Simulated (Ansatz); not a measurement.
Cu$_{3}$N, DFT, PBEsol, all-electron LAPW, scalar-relativistic (Ansatz 0.2.0), run on 1 thread of Arm Neoverse V2 on a shared host.

The geometry is COD entry 1536894, unchecked; take it as a test cell. The listed cell was then made from it by scaling, straining or moving an atom.

Command: `ansatz run input.yaml --threads 1 --pin off --max-ram 4096MiB --backend cpu --events-out ev --progress --plain --runs-dir out`

```yaml
crystal:
  lattice:
    - [3.85214, 0.0, 0.0]
    - [0.0, 3.85214, 0.0]
    - [0.0, 0.0, 3.814]
  atoms:
    - { symbol: Cu, position: [0.5, 0.0, 0.0] }
    - { symbol: Cu, position: [0.0, 0.5, 0.0] }
    - { symbol: Cu, position: [0.0, 0.0, 0.5] }
    - { symbol: "N", position: [0.0, 0.0, 0.0] }
kpoints:
  mp_grid: { grid: [10, 10, 10] }
  band_path:
    path:
      - [0.0, 0.0, 0.0]
      - [0.0, 0.5, 0.0]
      - [0.5, 0.5, 0.0]
      - [0.0, 0.0, 0.0]
      - [0.0, 0.0, 0.5]
      - [0.0, 0.5, 0.5]
      - [0.5, 0.5, 0.5]
      - [0.0, 0.0, 0.5]
      - [0.0, 0.5, 0.0]
    npoints: 5
scf:
  occupations: { method: fermi_dirac, width: 0.08 }
hamiltonian:
  xc: pbesol
  pseudopotentials: { kind: all_electron, lapw: { basis_error: 0.001 } }
output:
  forces: true
  stress: true
  eigenvalues: true
```

Task: How large is the problem that the program sets up?

Result: 126 irreducible k-points, 1213 plane waves at Γ, 39 bands.

Task: Estimate the wall time and the peak memory.

Result: 2.5 min of wall time for 12 SCF iterations, with a peak of 1.1 GiB. Times on shared machines scatter by tens of per cent.
